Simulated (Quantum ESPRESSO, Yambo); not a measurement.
Planning a run of Yambo 5.3.0 on InP (F-43m). The input:

```
HF_and_locXC
gw0
dyson
ppa
em1d
rim_cut
RandQpts= 1000000
RandGvec= 1 RL
EXXRLvcs= 80 Ry
VXCRLvcs= 320 Ry
Chimod= "HARTREE"
% BndsRnXp
 1 | 222 |
%
NGsBlkXp= 15.5 Ry
% LongDrXp
 1 | 1 | 1 |
%
% GbndRnge
 1 | 222 |
%
DysSolver= "n"
ExtendOut
PPAPntXp= 27.21138 eV
% QPkrange
 1 | 8 | 11 | 18 |
%
```

The database entry behind the starting cell differs from later determinations by our own check (0.1 to 0.3 % short, probably kX units), so it need not match the best structure at ambient conditions.

```sh
OMP_NUM_THREADS=1 mpirun -n 8 yambo -F gw1.in -J gw1 -C gw1 > gw1.log
```

The stored states that it reads are on a 4×4×4 mesh. The structure is cubic, space group F-43m (No. 216). The conventional cell has a = 5.861 Å, b = 5.861 Å, c = 5.861 Å, α = 90.00°, β = 90.00°, γ = 90.00°. Nearest to In lie 4 P at 2.54 Å. P has 4 In at 2.54 Å nearest. Farther neighbours are not listed.

Q: How long will it take on 8 MPI ranks of Arm Neoverse V1, shared host, and how much memory?

It took 12 min; on shared hardware allow 6.2 min to 25 min. Peak host memory was 3.9 GiB.

The screening grows as filled bands × empty bands × pairs of k points, times the square of the screening basis for the matrix.

[Paths, hosts, dates, memory and timing lines, banners, echoed tables and standing remarks are left out of the program output.]

[Logs are printed without paths, hosts, clocks, repeated set-up lines and the standing remarks that a program may print on its own settings, such as how far it seeks lower states.]

[Runs of the session that timed out or met a known fault of the program may be left out.]

[Hosts, paths, dates, database ids (printed as entryN), source tags and the programs' standing remarks are cut or masked in the printed files.]
